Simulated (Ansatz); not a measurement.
## Bands of Mo

```
Mo
1.0
     0.00000    2.01500    2.01500
     2.01500    0.00000    2.01500
     2.01500    2.01500    0.00000
Mo
1
Direct
  0.00000 0.00000 0.00000
```

The geometry is COD entry 1534907, unchecked; take it as a test cell.

The calculation used DFT, PBE, all-electron LAPW, scalar-relativistic (Ansatz 0.2.0).

Sampling and basis: a Γ-centred 17×17×17 k mesh, Fermi–Dirac smearing of 0.08 eV, basis error target 0.5 meV/atom, no spin polarisation.

Points in fractions of the reciprocal vectors of this cell: Γ (0, 0, 0), X (0.5, 0, 0.5), U (0.625, 0.25, 0.625), K (0.375, 0.375, 0.75), L (0.5, 0.5, 0.5), W (0.5, 0.25, 0.75). The path joins them by straight lines in the order Γ–X–U–K–Γ–L–W–X; legs that retrace an earlier one aren't tabulated. Energies are in eV from the Fermi level.

(1) Metal or insulator at this level of theory?

(2) Tabulate bands 10 to 17, counted from the lowest band of the run, along the path.

## Answers

(1) No gap opens: metallic or semimetallic.

(2) 
```csv
k (1/Å),point,band 10,band 11,band 12,band 13,band 14,band 15,band 16,band 17
0.00,Γ,-34.10,-34.10,-34.10,-6.66,-0.68,-0.68,-0.68,1.91
0.39,,-34.28,-34.17,-34.17,-5.87,-1.38,-0.20,-0.20,1.12
0.78,,-34.70,-34.32,-34.32,-4.29,-2.71,0.10,1.20,1.20
1.17,,-35.09,-34.48,-34.48,-4.39,-3.76,1.94,3.19,3.19
1.56,X,-35.24,-34.54,-34.54,-4.81,-4.15,3.86,3.89,4.47
1.70,,-35.23,-34.56,-34.53,-4.73,-4.07,2.97,3.69,4.41
1.83,,-35.19,-34.62,-34.51,-4.51,-3.82,1.90,3.25,4.24
1.97,,-35.13,-34.71,-34.48,-4.20,-3.41,0.94,2.68,3.97
2.11,U,-35.05,-34.81,-34.45,-3.84,-2.91,0.09,2.08,3.61
2.35,,-35.00,-34.83,-34.46,-3.44,-2.57,-0.69,1.57,3.72
2.59,,-34.99,-34.81,-34.48,-3.06,-2.24,-1.47,1.27,3.86
2.83,,-35.00,-34.83,-34.46,-3.44,-2.57,-0.69,1.57,3.72
3.07,K,-35.05,-34.81,-34.45,-3.84,-2.91,0.09,2.08,3.61
3.48,,-35.00,-34.73,-34.31,-2.67,-1.95,-1.59,0.77,2.20
3.89,,-34.81,-34.40,-34.19,-3.83,-1.94,-0.75,0.61,0.74
4.31,,-34.35,-34.18,-34.12,-5.78,-1.26,-0.31,-0.29,1.35
4.72,Γ,-34.10,-34.10,-34.10,-6.66,-0.68,-0.68,-0.68,1.91
5.06,,-34.29,-34.13,-34.13,-6.07,-1.04,-0.44,-0.44,1.74
5.39,,-34.73,-34.18,-34.18,-4.82,-1.29,-0.30,-0.30,2.02
5.73,,-35.15,-34.24,-34.24,-4.42,-0.66,-0.66,0.15,3.20
6.07,L,-35.32,-34.26,-34.26,-4.50,-0.86,-0.86,1.47,3.90
6.34,,-35.27,-34.36,-34.29,-4.12,-1.34,-0.51,0.57,3.80
6.62,,-35.15,-34.59,-34.36,-3.21,-2.29,-0.63,0.46,3.59
6.90,,-34.99,-34.81,-34.48,-3.06,-2.24,-1.47,1.27,3.86
7.17,W,-34.90,-34.90,-34.56,-3.34,-1.76,-1.76,1.27,4.48
7.37,,-35.03,-34.76,-34.55,-3.64,-2.77,-0.53,1.72,4.47
7.56,,-35.14,-34.64,-34.55,-4.20,-3.53,0.90,2.67,4.47
7.76,,-35.21,-34.57,-34.54,-4.65,-3.99,2.47,3.52,4.47
7.95,X,-35.24,-34.54,-34.54,-4.81,-4.15,3.86,3.89,4.47
```
